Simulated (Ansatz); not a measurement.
**Sb in Ansatz: the effect of functional**

Sb:

```
Sb
1.0
    -1.89597    1.89597    1.89597
     1.89597   -1.89597    1.89597
     1.89597    1.89597   -1.89597
Sb
1
Cartesian
  0.0000 0.0000 0.0000
```

This isn't the form of Sb at room conditions, which is rhombohedral.

The cell isn't the ideal one: volume scaled by 1.04.

Alike in all runs:

| Item | Value |
| --- | --- |
| Program | Ansatz 0.2.0 |
| Task | single point |
| Potentials or basis | Ansatz PAW |
| k mesh | 10 × 10 × 10 |
| Occupations | fermi-dirac, width 0.05 eV |
| Spin | no spin polarisation |

```tsv
functional	cutoff	pressure (GPa)
LDA	420 eV (not typed: the program's choice for these potentials)	?
PBEsol	420 eV (not typed: the program's choice for these potentials)	-2.4
r2SCAN	500 eV (not typed: the program's choice for these potentials)	-0.1
```

**Question.** What does the run with functional LDA give?

**Answer.** Pressure -3.6 GPa.

Caveats: the PAW data sets come from PBE, with cores solved anew for the run's functional, which leaves a small shift of forces and pressure.

Runs at the PBE level aren't shown here.
